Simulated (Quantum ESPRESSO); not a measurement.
Crystal: BN.

```
N B
1.0
     2.49824    0.00000    0.00000
    -1.24912    2.16354    0.00000
     0.00000    0.00000    6.63570
N B
2 2
Direct
  0.66667 0.33333 0.25000
  0.33333 0.66667 0.75000
  0.66667 0.33333 0.75000
  0.33333 0.66667 0.25000
```

```yaml
Program: Quantum ESPRESSO 7.5
Task: phonons
Functional: LDA
Potentials_or_basis: PseudoDojo 0.4.1 SR LDA standard
Cutoff: 1143 eV
Density_cutoff: 4572 eV
k_mesh: 8 × 8 × 2, shifted
Occupations: fermi-dirac, width 0.05 eV
Spin: no spin polarisation
Form_of_the_LDA_correlation: PW92
Mixing_beta: 0.5
Most_SCF_iterations: 120
SCF_threshold: 8e-10 Ry
```

The first run showed a gap, so the response started from a second, tighter run with fixed occupations.

At Γ the optical frequencies without the macroscopic field are 45 45 95 765 819 1365 1365 1366 1366 cm⁻¹, at a pressure of -2.9 GPa.

**Question.** How do the modes respond when the cell is scaled evenly, at fixed shape?

**Answer.** The highest of these modes has a Grüneisen parameter of 1.37. 2 of the listed modes soften on compression, the most with -0.32. Real pressure also changes the shape of this cell, most of all in layered crystals, so these aren't the shifts under hydrostatic load.

Frequencies at 99 % and 101 % of the volume (pressures -0.5 and -5.3 GPa), ions relaxed:
| mode | 99 % (cm⁻¹) | 101 % (cm⁻¹) | Grüneisen parameter |
| --- | --- | --- | --- |
| 4 | 45.1 | 44.6 | 0.60 |
| 5 | 45.1 | 44.6 | 0.60 |
| 6 | 98.2 | 92.6 | 2.93 |
| 7 | 762.1 | 766.9 | -0.32 |
| 8 | 817.8 | 820.6 | -0.17 |
| 9 | 1384.3 | 1346.9 | 1.37 |
| 10 | 1384.3 | 1346.9 | 1.37 |
| 11 | 1384.5 | 1347.1 | 1.37 |
| 12 | 1384.5 | 1347.1 | 1.37 |

Modes are matched by their order; those that don't vary smoothly over the three volumes are left out.

Caveat: the k mesh is coarse (spacing up to 0.47 Å⁻¹), so the values aren't converged.
